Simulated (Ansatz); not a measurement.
# Y: the cost of one run

Computed with Ansatz 0.2.0 (DFT PBE, scalar-relativistic, plane waves, PAW, unless a step's input says otherwise).

3 further runs of the same task are left out: 2 that didn't finish, 1 set aside as unsound or not needed.

### 1 Starting point

The structure is hexagonal, space group P6_3/mmc (No. 194). The conventional cell has a = 3.651 Å, b = 3.651 Å, c = 5.747 Å, α = 90.00°, β = 90.00°, γ = 120.00°. Y (site symmetry -6m2) is surrounded by 12 Y at 3.56 to 3.65 Å.

Coordinates:

```
CELL_PARAMETERS angstrom
3.65150 0.00000 0.00000
-1.82575 3.16229 0.00000
0.00000 0.00000 5.74740
ATOMIC_POSITIONS crystal
Y 0.33333 0.66667 0.25000
Y 0.66667 0.33333 0.75000
```

The structure comes from the Crystallography Open Database.

### 2 A distortion of lower symmetry

What differs from the listed cell: strain xx, yy, zz, yz, xz, xy = +3.6, +6.1, +4.7, +2.3, -4.0, +2.2 %; atoms moved by 0.10 Å root mean square, at most 0.10 Å.

File input.yaml:

```yaml
crystal:
  lattice:
    - [3.78134655, 0.081537978, -0.1460599695]
    - [-1.8200593146, 3.3154970484, 0.1460472863]
    - [-0.229896, 0.132707466, 6.01580358]
  atoms:
    - { symbol: "Y", position: [0.3250630308, 0.6749369692, 0.2351707801] }
    - { symbol: "Y", position: [0.6749369692, 0.3250630308, 0.7648292199] }
basis:
  ecutwfc: 420
kpoints:
  mp_grid: { grid: [12, 12, 6] }
hamiltonian:
  xc: pbe
scf:
  occupations: { method: gaussian, width: 0.1 }
output:
  forces: true
  stress: true
  eigenvalues: true
```

On the command line:

```sh
ansatz run input.yaml --threads 1 --pin off --max-ram 1331MiB --backend cpu --events-out ev --progress --plain --runs-dir out
```

**Question.** How long does this run take on 1 thread of an x86-64 CPU, shared host, and how much memory does it need?

About 39 s, with a peak of 0.67 GiB.
